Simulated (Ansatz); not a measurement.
# KCl: the cell at several levels of theory

An exercise on one series of results from a longer session: the logs are not shown, and one member is left open.

Program: Ansatz 0.2.0. PAW datasets, plane waves, zero pressure. Calculated at 0 K for a non-magnetic cell.

### The system as given

It is cubic, Fm-3m (No. 225); conventional cell a = 6.284 Å, 31.01 Å³ an atom. K has 6 Cl at 3.14 Å; Cl has 6 K at 3.14 Å.

As a file:

```cif
data_structure
_symmetry_space_group_name_H-M 'P 1'
_symmetry_Int_Tables_number 1
_cell_length_a 4.4433
_cell_length_b 4.4433
_cell_length_c 4.4433
_cell_angle_alpha 60.000
_cell_angle_beta 60.000
_cell_angle_gamma 60.000
_cell_volume 62.03
loop_
_atom_site_label
_atom_site_type_symbol
_atom_site_fract_x
_atom_site_fract_y
_atom_site_fract_z
_atom_site_occupancy
K1 K 0.00000 0.00000 0.00000 1
Cl1 Cl 0.50000 0.50000 0.50000 1
```

Set-up of the first run:

Contents of input.yaml:

```yaml
crystal:
  lattice:
    - [0.0, 3.1418713, 3.1418713]
    - [3.1418713, 0.0, 3.1418713]
    - [3.1418713, 3.1418713, 0.0]
  atoms:
    - { symbol: K, position: [0.0, 0.0, 0.0] }
    - { symbol: Cl, position: [0.5, 0.5, 0.5] }
kpoints:
  mp_grid: { grid: [6, 6, 6] }
hamiltonian:
  xc: pbe
scf:
  occupations: { method: fermi_dirac, width: 0.02 }
relax:
  f_tol: 0.005
  cell: {}
```

The run is started by

```sh
$ ansatz run input.yaml --threads 2 --pin off --max-ram 20275MiB --backend cpu --events-out ev --progress --plain --runs-dir out
```

Steps of the session up to this table: Relaxation with PBE; Relaxing with r2SCAN; Relaxation with PBEsol; Relaxing with LDA; HSE06: cell and atoms.

One table of the session follows, with a row left open; its other results are not shown here.

It belongs to the step «The cells side by side». 

| level | a (Å) | volume (Å³/atom) |
| --- | --- | --- |
| PBE | 6.378 | 32.427 |
| r2SCAN | ? | ? |
| PBEsol | 6.243 | 30.418 |
| LDA | 6.077 | 28.049 |
| HSE06 | 6.344 | 31.911 |

Estimate the missing values for r2SCAN.

The run gave: a (Å): 6.290; volume (Å³/atom): 31.104. In the column «a (Å)» it lies between PBEsol (6.243) and HSE06 (6.344).

The volume runs from LDA (least) to PBE (most), a spread of 15.6 %, or 5.0 % in length if all axes shared it alike. The meshes differ: PBE 6×6×6, r2SCAN 6×6×6, PBEsol 6×6×6, LDA 6×6×6, HSE06 4×4×4.
